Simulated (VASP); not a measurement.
The system is SrO.

```
Sr O
1.0
     0.00000    2.56630    2.56630
     2.56630    0.00000    2.56630
     2.56630    2.56630    0.00000
Sr O
1 1
Direct
  0.50000 0.50000 0.50000
  0.00000 0.00000 0.00000
```

Program: VASP 6.6.1. Alike in all runs: task band structure; spin SOC, no magnetisation; cell as given; k mesh 8 × 8 × 8; cutoff (eV) 520; smearing gaussian 0.02 eV.

Task: Order these runs on this cell by their pressure, lowest first.
A. level PBE; potentials or basis VASP PAW PBE potentials, release 64 (Sr_sv, O); further INCAR settings ALGO = Fast; EDIFF = 1e-07
B. level r2SCAN; potentials or basis VASP PAW PBE potentials, release 64 (Sr_sv, O); further INCAR settings ALGO = Normal; EDIFF = 1e-07
C. level LDA; potentials or basis VASP PAW LDA potentials, release 64 (Sr_sv, O); further INCAR settings ALGO = Fast; EDIFF = 1e-07

Result: C (-3.1 GPa), B (2.1 GPa), A (3.9 GPa).

Caveats: the PAW data sets were made with another functional, which shifts forces and pressure a little (some runs).
